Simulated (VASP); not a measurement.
A run of VASP 6.6.1 is set up as follows.

File run.py:

```python
from ase.calculators.vasp import Vasp
from ase.dft.bandgap import bandgap
from ase.spacegroup import crystal

atoms = crystal(
    ['Ta', 'N'],
    basis=[[0.3333333333, 0.6666666667, 0.254711], [0.0, 0.0, 0.0]],
    spacegroup=164,
    setting=1,
    cellpar=[3.11286151, 3.11286151, 4.869841, 90.0, 90.0, 120.0],
    primitive_cell=True,
)
calc = Vasp(
    directory='calc',
    xc='pbesol',
    pp='PBE',
    setups='materialsproject',
    prec='Accurate',
    encut=520,
    ediff=1e-06,
    ismear=0,
    sigma=0.05,
    lreal=False,
    lasph=True,
    nelm=60,
    algo='Normal',
    isif=2,
    lwave=False,
    lcharg=True,
    lelf=True,
    lvhar=True,
    kpts=[10, 10, 6],
    gamma=True,
)
atoms.calc = calc

print('energy (eV):', atoms.get_potential_energy())
print('free energy (eV):', atoms.get_potential_energy(force_consistent=True))
print('forces (eV/A):')
print(atoms.get_forces())
print('stress (eV/A^3, Voigt):', atoms.get_stress())
print('Fermi level (eV):', calc.get_fermi_level())
gap, top, bottom = bandgap(calc)
print('band gap (eV):', gap, 'from (spin, k, band)', top, 'to', bottom)
```

Potentials or basis: VASP PAW PBE potentials, release 64 (Ta_pv, N).

The run is started by

```sh
$ python run.py
```

What does it give for the band gap on the k mesh?

None (metal or under the smearing width).

What does it give for the pressure?

-8.7 GPa.

Predict the largest force.

0.237 eV/Å.

Forces on the atoms (eV/Å):
```
Ta   0.000  0.000 -0.237
Ta   0.000  0.000  0.237
N    0.000  0.000  0.000
```

Caveat: the PAW data sets were made with another functional, which shifts forces and pressure a little. The run has no spin-orbit coupling, so splittings on Ta are missing.
